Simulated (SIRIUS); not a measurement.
Al in SIRIUS: convergence with k mesh

Crystal: Al.

```
CELL_PARAMETERS angstrom
0.00000 2.02481 2.02481
2.02481 0.00000 2.02481
2.02481 2.02481 0.00000
ATOMIC_POSITIONS crystal
Al 0.00000 0.00000 0.00000
```

- Program: SIRIUS 7.12.0
- Task: convergence study
- Functional: PBEsol
- Potentials or basis: all-electron FP-LAPW
- Cutoff: 158 eV
- Basis: apw+lo standard
- k mesh: 2 × 2 × 2
- Occupations: fermi-dirac, width 0.05 eV
- Spin: no spin polarisation

These are the settings of the first run; the series varies k mesh, with any setting tied to it.

Hardware: 1 thread of Arm Neoverse V1, with other jobs on the host.

```
      k mesh  energy less the tightest run, at zero smearing (meV/atom)  SCF cycles  CPU time (s)  peak memory (GiB)
   2 × 2 × 2                                                    -675.61           6           9.8               0.24
   3 × 3 × 3                                                     572.52           6           9.9               0.24
   5 × 5 × 5                                                      50.70           5            10               0.24
   7 × 7 × 7                                                     -53.10           5            11               0.25
   9 × 9 × 9                                                      22.10           5            11               0.26
11 × 11 × 11                                                     -15.90           5            12               0.28
14 × 14 × 14                                                       0.00           5            14               0.32
```

Not settled before the last step: the energy (to 1 meV/atom). Meshes of other sizes hit other points, so gaps and Fermi surfaces needn't settle smoothly. The tightest run that finished is the yardstick and may itself not be fully converged.
